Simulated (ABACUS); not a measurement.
# Pd (Fm-3m) in ABACUS: a series of runs

One crystal, Pd, is run at these levels: M06-L; tasks: band structure, equation of state.

All numbers are computed with ABACUS 3.10.1; they aren't measurements. Logs are shortened: lines on timing, memory, paths and dates and some standing lists are left out, and cuts for length are marked.

### Step 1. The crystal as given

The structure is cubic, space group Fm-3m (No. 225). The conventional cell has a = 3.893 Å, b = 3.893 Å, c = 3.893 Å, α = 90.00°, β = 90.00°, γ = 90.00°. Around Pd (site symmetry m-3m) lie 12 Pd at 2.75 Å.

### Step 2. Band structure, M06-L

The input, INPUT:

```
INPUT_PARAMETERS
suffix              Pd
calculation         nscf
basis_type          pw
pseudo_dir          ./
symmetry            -1
dft_functional      MGGA_X_M06_L+MGGA_C_M06_L
ecutwfc             95.0
pseudo_rcut         10
nspin               1
nbands              19
ks_solver           dav
smearing_method     fd
smearing_sigma      0.00367493
scf_thr             1e-08
scf_nmax            100
mixing_type         broyden
mixing_beta         0.7
mixing_tau          1
init_chg            file
pw_diag_thr         1e-07
out_band            1
kpar                4
```

The input, STRU:

```
ATOMIC_SPECIES
Pd 106.4200 Pd_ONCV_PBE-1.2.upf

LATTICE_CONSTANT
1.8897261246

LATTICE_VECTORS
0.0000000000 1.9465000000 1.9465000000
1.9465000000 0.0000000000 1.9465000000
1.9465000000 1.9465000000 0.0000000000

ATOMIC_POSITIONS
Direct

Pd
0.0
1
0.0000000000 0.0000000000 0.0000000000 1 1 1
```

The input, KPT:

```
K_POINTS
12
Line
0.00000000 0.00000000 0.00000000 10 // G
0.50000000 0.00000000 0.50000000 10 // X
0.50000000 0.25000000 0.75000000 10 // W
0.37500000 0.37500000 0.75000000 10 // K
0.00000000 0.00000000 0.00000000 10 // G
0.50000000 0.50000000 0.50000000 10 // L
0.62500000 0.25000000 0.62500000 10 // U
0.50000000 0.25000000 0.75000000 10 // W
0.50000000 0.50000000 0.50000000 10 // L
0.37500000 0.37500000 0.75000000 1 // K
0.62500000 0.25000000 0.62500000 10 // U
0.50000000 0.00000000 0.50000000 1 // X
```

Potentials or basis: SG15 ONCV 1.2 PBE, plane waves.

The run is started by

```console
OMP_NUM_THREADS=1 mpirun -np 4 abacus > log
```

running log:

```text
ABACUS v3.10.1

               Atomic-orbital Based Ab-initio Computation at UStc

 ------------------------------------------------------------------------------------

 READING GENERAL INFORMATION
                           global_out_dir = OUT.Pd/
                           global_in_card = INPUT
                               pseudo_dir = ./
                              orbital_dir =
                                    DSIZE = 4
                                    GSIZE = 1

 READING UNITCELL INFORMATION
                                    ntype = 1
                  lattice constant (Bohr) = 1.88973
              lattice constant (Angstrom) = 1

 READING ATOM TYPE 1
                               atom label = Pd
                      L=0, number of zeta = 1
                      L=1, number of zeta = 1
                      L=2, number of zeta = 1
             number of atom for this type = 1

                        TOTAL ATOM NUMBER = 1
DIRECT COORDINATES
    atom                   x                   y                   z     mag                  vx                  vy                  vz
taud_Pd1            0.0000000000        0.0000000000        0.0000000000  0.0000        0.0000000000        0.0000000000        0.0000000000

                          Volume (Bohr^3) = 99.5382
                             Volume (A^3) = 14.75

 Lattice vectors: (Cartesian coordinate: in unit of a_0)
                   +0             +1.9465             +1.9465
              +1.9465                  +0             +1.9465
              +1.9465             +1.9465                  +0
 Reciprocal vectors: (Cartesian coordinate: in unit of 2 pi/a_0)
            -0.256871           +0.256871           +0.256871
            +0.256871           -0.256871           +0.256871
            +0.256871           +0.256871           -0.256871
 The esolver type has been set to : ksdft_pw

                PAO radial cut off (Bohr) = 10

 Read in pseudopotential file is Pd_ONCV_PBE-1.2.upf
                     pseudopotential type = NC
          exchange-correlation functional = PBE
                 nonlocal core correction = 0
                        valence electrons = 18
                                     lmax = 2
                           number of zeta = 0
                     number of projectors = 6
                           L of projector = 0
                           L of projector = 0
                           L of projector = 1
                           L of projector = 1
                           L of projector = 2
                           L of projector = 2
 XC functional updated to : MGGA_X_M06_L+MGGA_C_M06_L
          exchange-correlation functional = MGGA_X_M06_L+MGGA_C_M06_L
     initial pseudo atomic orbital number = 0

 SETUP THE ELECTRONS NUMBER
            electron number of element Pd = 18
      total electron number of element Pd = 18
            AUTOSET number of electrons:  = 18
                           occupied bands = 9
                                   NBANDS = 19
                                   NLOCAL = 9

%%%%%%%%%%%%%%%%%%%%%%%%%%%%%%%%%%%%%%%%%%%%%%%%%%%%%%%%%%%%%%%%%%%%%%%%%%%%%%%%%%%%%%%%%%%%%%%%%%%%%%%%%%
 Warning: the number of valence electrons in pseudopotential > 10 for Pd: [Kr] 4d10
 Pseudopotentials with additional electrons can yield (more) accurate outcomes, but may be less efficient.
 If you're confident that your chosen pseudopotential is appropriate, you can safely ignore this warning.
%%%%%%%%%%%%%%%%%%%%%%%%%%%%%%%%%%%%%%%%%%%%%%%%%%%%%%%%%%%%%%%%%%%%%%%%%%%%%%%%%%%%%%%%%%%%%%%%%%%%%%%%%%
[... 68 lines left out ...]
       minimum distributed K point number = 25

[... K-POINTS CARTESIAN COORDINATES: 26 rows ...]

[... K-POINTS DIRECT COORDINATES: 26 rows ...]

 SETUP PLANE WAVES FOR WAVE FUNCTIONS
     energy cutoff for wavefunc (unit:Ry) = 95
              fft grid for wave functions = [ 36, 36, 36 ]
                    number of plane waves = 2085
                         number of sticks = 211

 PARALLEL PW FOR WAVE FUNCTIONS
     PROC   COLUMNS(POT)             PW
        1            211           2085
 --------------- sum -------------------
        1            211           2085

 SETUP NONLOCAL PSEUDOPOTENTIALS IN PLANE WAVE BASIS
 Pd non-local projectors:
 projector 1 L=0
 projector 2 L=0
 projector 3 L=1
 projector 4 L=1
 projector 5 L=2
 projector 6 L=2
      TOTAL NUMBER OF NONLOCAL PROJECTORS = 18

 Init Non-Local PseudoPotential table :
 Init Non-Local-Pseudopotential done.

                                     npwx = 1588

 -------------------------------------------
 NONSELF-CONSISTENT
 -------------------------------------------
                                 init_chg = file
 try to read charge from file
 Read in the charge density: OUT.Pd//Pd-CHARGE-DENSITY.restart
 try to read kinetic energy density from file
 Read in the kinetic energy density: OUT.Pd//Pd-TAU-DENSITY.restart

 PW ALGORITHM --------------- ION=   1  ELEC=   1--------------------------------
 k(1/102) Iter steps (avg)=12 threshold=1e-07
 k(2/102) Iter steps (avg)=15 threshold=1e-07
 k(3/102) Iter steps (avg)=11 threshold=1e-07
 k(4/102) Iter steps (avg)=12 threshold=1e-07
 k(5/102) Iter steps (avg)=15 threshold=1e-07
 k(6/102) Iter steps (avg)=23 threshold=1e-07
 k(7/102) Iter steps (avg)=16 threshold=1e-07
 k(8/102) Iter steps (avg)=20 threshold=1e-07
 k(9/102) Iter steps (avg)=20 threshold=1e-07
 k(10/102) Iter steps (avg)=19 threshold=1e-07
[... 6 lines left out ...]
 k(17/102) Iter steps (avg)=23 threshold=1e-07
 k(18/102) Iter steps (avg)=23 threshold=1e-07
 k(19/102) Iter steps (avg)=24 threshold=1e-07
 k(20/102) Iter steps (avg)=22 threshold=1e-07
 k(21/102) Iter steps (avg)=21 threshold=1e-07
 k(22/102) Iter steps (avg)=21 threshold=1e-07
 k(23/102) Iter steps (avg)=20 threshold=1e-07
 k(24/102) Iter steps (avg)=20 threshold=1e-07
 k(25/102) Iter steps (avg)=21 threshold=1e-07
 k(26/102) Iter steps (avg)=21 threshold=1e-07
[... levels at 26 k points of this process ...]

 Density error is 0.00000000000
                          Error Threshold = 1.00000000000e-07
----------------------------------------------------------
     Energy           Rydberg                 eV
----------------------------------------------------------
 E_KohnSham     -253.4991643670      -3449.0330736295
 E_KS(sigma->0) -253.4983552591      -3449.0220651524
 E_Harris       -253.4991643670      -3449.0330736295
 E_band         -10.9282775556       -148.6868440820
 E_one_elec     -76.2717905456       -1037.7309480824
 E_Hartree      49.8014542015        677.5835458260
 E_xc           -25.1031753784       -341.5462230393
 E_Ewald        -201.9240344288      -2747.3174313795
 E_entropy(-TS) -0.0016182157        -0.0220169543
 E_descf        0.0000000000         0.0000000000
 E_exx          0.0000000000         0.0000000000
 E_Fermi        1.4797328718         20.1327985745
----------------------------------------------------------

 charge density convergence is achieved
 final etot is -3449.0330736 eV
 EFERMI = 20.132798575 eV

 STATE ENERGY(eV) AND OCCUPATIONS    NSPIN == 1
 1/26 kpoint (Cartesian) = 0.0000 0.0000 0.0000 (1471 pws)
       1       -66.6772      0.0196078
       2       -31.3837      0.0196078
       3       -31.3837      0.0196078
       4       -31.3837      0.0196078
       5        12.9940      0.0196078
       6        17.1065      0.0196078
[... 104 lines left out ...]
       6        15.8664      0.0196078
[... 11 lines left out ...]
      18        54.3781        0.00000
      19        56.8624        0.00000

[... levels at 20 further k points ...]

 --------------------------------------------
 !FINAL_ETOT_IS -3449.033073629509 eV
 --------------------------------------------

 Output bands in file: OUT.Pd/BANDS_1.dat
```

Run time: 30 s. Hardware: 4 MPI ranks of Intel Xeon Platinum 8175M at 2.50GHz (Skylake/Cascade Lake), shared host; peak memory 0.36 GiB.

Levels at the corners of the path, in eV from the Fermi level:
```tsv
point	band 5	band 6	band 7	band 8	band 9	band 10	band 11	band 12	band 13	band 14
Γ	-6.99	-2.87	-2.87	-2.87	-1.25	-1.25	17.48	22.38	22.38	22.38
X	-5.52	-5.15	-0.10	0.21	0.21	3.73	10.94	13.86	13.86	21.39
W	-4.46	-3.40	-3.40	-1.35	0.21	9.29	9.29	11.06	11.39	26.30
K	-4.81	-4.22	-1.98	-0.99	-0.24	7.44	8.43	11.00	16.59	20.43
Γ	-6.99	-2.87	-2.87	-2.87	-1.25	-1.25	17.48	22.38	22.38	22.38
L	-5.26	-2.93	-2.93	-0.09	-0.09	1.06	7.65	16.45	22.20	22.20
U	-4.81	-4.22	-1.98	-0.99	-0.24	7.44	8.43	11.00	16.59	20.43
W	-4.46	-3.40	-3.40	-1.35	0.21	9.29	9.29	11.06	11.39	26.30
L	-5.26	-2.93	-2.93	-0.09	-0.09	1.06	7.65	16.45	22.20	22.20
K	-4.81	-4.22	-1.98	-0.99	-0.24	7.44	8.43	11.00	16.59	20.43
U	-4.81	-4.22	-1.98	-0.99	-0.24	7.44	8.43	11.00	16.59	20.43
X	-5.52	-5.15	-0.10	0.21	0.21	3.73	10.94	13.86	13.86	21.39
```

Caveat: the density is read from an earlier self-consistent run, whose mesh may be coarse; the potentials were made for another functional, which shifts forces and pressure.

### Step 3. Equation of state, M06-L, 13.87 Å³/atom (volume scaled by 0.94)

The input, run_abacus.py:

```python
"""ABACUS run from a structure file: ASE reads it, the script writes STRU, KPT and INPUT."""
import re
import subprocess
from ase.io import read
from ase.units import Bohr

atoms = read("Pd.xyz")
atoms = atoms[(-atoms.numbers).argsort(kind="stable")]  # ABACUS lists atoms element by element
pseudo = {'Pd': 'Pd_ONCV_PBE-1.2.upf'}
orbital = {}
magmoms = None
kmesh = [8, 8, 8]
params = {
    'suffix': 'Pd',
    'calculation': 'scf',
    'basis_type': 'pw',
    'pseudo_dir': './',
    'symmetry': 1,
    'dft_functional': 'MGGA_X_M06_L+MGGA_C_M06_L',
    'ecutwfc': 95,
    'pseudo_rcut': 10,
    'nspin': 1,
    'nbands': 13,
    'ks_solver': 'dav',
    'smearing_method': 'fd',
    'smearing_sigma': 0.00367493,
    'scf_thr': 1e-08,
    'scf_nmax': 100,
    'mixing_type': 'broyden',
    'mixing_beta': 0.7,
    'cal_force': 1,
    'cal_stress': 1,
    'mixing_tau': 1,
    'kpar': 4,
}

symbols = atoms.get_chemical_symbols()
elements = list(dict.fromkeys(symbols))
lines = ["ATOMIC_SPECIES"] + [f"{e} {atoms.get_masses()[symbols.index(e)]:.4f} {pseudo[e]}" for e in elements]
if orbital:
    lines += ["", "NUMERICAL_ORBITAL"] + [orbital[e] for e in elements]
lines += ["", "LATTICE_CONSTANT", f"{1 / Bohr:.10f}", "", "LATTICE_VECTORS"]
lines += [" ".join(f"{x:.10f}" for x in v) for v in atoms.cell]
lines += ["", "ATOMIC_POSITIONS", "Direct"]
for e in elements:
    lines += ["", e, "0.0", str(symbols.count(e))]
    for i, p in enumerate(atoms.get_scaled_positions(wrap=False)):
        if symbols[i] == e:
            mag = "" if magmoms is None else " mag " + " ".join(str(x) for x in (magmoms[i] if isinstance(magmoms[i], list) else [magmoms[i]]))
            lines.append(" ".join(f"{x:.10f}" for x in p) + " 1 1 1" + mag)
open("STRU", "w").write("\n".join(lines) + "\n")
open("KPT", "w").write("K_POINTS\n0\nGamma\n%d %d %d 0 0 0\n" % tuple(kmesh))
open("INPUT", "w").write("INPUT_PARAMETERS\n" + "".join(f"{k:<20s}{v}\n" for k, v in params.items()))

done = subprocess.run(['mpirun', '-np', '4', 'abacus'])
if done.returncode:
    raise SystemExit(done.returncode)
log = open("OUT.Pd/running_scf.log").read()
print("final energy (eV):", re.findall(r"FINAL_ETOT_IS (\S+)", log))
```

The input, Pd.xyz:

```xyz
1
Lattice="0.0000000000 1.9067643606 1.9067643606 1.9067643606 0.0000000000 1.9067643606 1.9067643606 1.9067643606 0.0000000000" Properties=species:S:1:pos:R:3 pbc="T T T"
Pd     0.0000000000      0.0000000000      0.0000000000
```

Potentials or basis: SG15 ONCV 1.2 PBE, plane waves.

The run is started by

```console
OMP_NUM_THREADS=1 python run_abacus.py > log
```

It took 9.5 s on 4 MPI ranks of Intel Xeon Platinum 8175M at 2.50GHz (Skylake/Cascade Lake), shared host; peak memory 0.36 GiB.

It converged, with:

| Property | Result |
| --- | --- |
| Free energy | -3449.4167 eV |
| Pressure | 20.1 GPa |
| Band gap on the k mesh | none (metal or under the smearing width) |

Caveat: the potentials were made for another functional, which shifts forces and pressure.

### Step 4. Equation of state, M06-L, 14.46 Å³/atom (volume scaled by 0.98)

run_abacus.py is that of step 3.

The input, Pd.xyz:

```xyz
1
Lattice="0.0000000000 1.9334358480 1.9334358480 1.9334358480 0.0000000000 1.9334358480 1.9334358480 1.9334358480 0.0000000000" Properties=species:S:1:pos:R:3 pbc="T T T"
Pd     0.0000000000      0.0000000000      0.0000000000
```

The run is started by

```console
OMP_NUM_THREADS=1 python run_abacus.py > log
```

It took 24 s on 4 MPI ranks of Intel Xeon Platinum 8175M at 2.50GHz (Skylake/Cascade Lake), shared host; peak memory 0.36 GiB.

Results (log left out):

```
Free energy            : -3449.4903 eV
Pressure               : 9.7 GPa
Band gap on the k mesh : none (metal or under the smearing width)
```

Caveat: the potentials were made for another functional, which shifts forces and pressure.

### Step 5. Equation of state, M06-L, 15.05 Å³/atom (volume scaled by 1.02)

run_abacus.py is that of step 4.

The input, Pd.xyz:

```xyz
1
Lattice="0.0000000000 1.9593911042 1.9593911042 1.9593911042 0.0000000000 1.9593911042 1.9593911042 1.9593911042 0.0000000000" Properties=species:S:1:pos:R:3 pbc="T T T"
Pd     0.0000000000      0.0000000000      0.0000000000
```

The run is started by

```console
OMP_NUM_THREADS=1 python run_abacus.py > log
```

Wall time 23 s (4 MPI ranks of Intel Xeon Platinum 8175M at 2.50GHz (Skylake/Cascade Lake), shared host); peak memory 0.36 GiB.

Results (log left out):

```
Free energy            : -3449.5125 eV
Pressure               : 1.6 GPa
Band gap on the k mesh : none (metal or under the smearing width)
```

Caveat: the potentials were made for another functional, which shifts forces and pressure.

### Step 6. Equation of state, M06-L, 15.64 Å³/atom (volume scaled by 1.06)

run_abacus.py is that of step 5.

The input, Pd.xyz:

```xyz
1
Lattice="0.0000000000 1.9846763588 1.9846763588 1.9846763588 0.0000000000 1.9846763588 1.9846763588 1.9846763588 0.0000000000" Properties=species:S:1:pos:R:3 pbc="T T T"
Pd     0.0000000000      0.0000000000      0.0000000000
```

Potentials or basis: SG15 ONCV 1.2 PBE, plane waves.

The run is started by

```console
OMP_NUM_THREADS=1 python run_abacus.py > log
```

Run time: 22 s. Hardware: 4 MPI ranks of Intel Xeon Platinum 8175M at 2.50GHz (Skylake/Cascade Lake), shared host; peak memory 0.36 GiB.

It converged, with:

```yaml
Free_energy: -3449.5081 eV
Pressure: -4.7 GPa
Band_gap_on_the_k_mesh: none (metal or under the smearing width)
```

Caveat: the potentials were made for another functional, which shifts forces and pressure.

### Step 7. Equation of state, M06-L

No new run: the results of the series are fitted here.

What came out:

```yaml
Equilibrium_volume: "15.18 Å³/atom (rough: see the caveat)"
Bulk_modulus: 151 GPa (rough)
```

Energy against volume, from the lowest point:
```
volume (Å³/atom)  energy (meV/atom)
          13.865              95.78
          14.455              22.25
          15.045               0.00
          15.635               4.42
```

Caveat: the fit is doubtful: noisy points or a state that changes with volume; the potentials were made for another functional, which shifts forces and pressure.
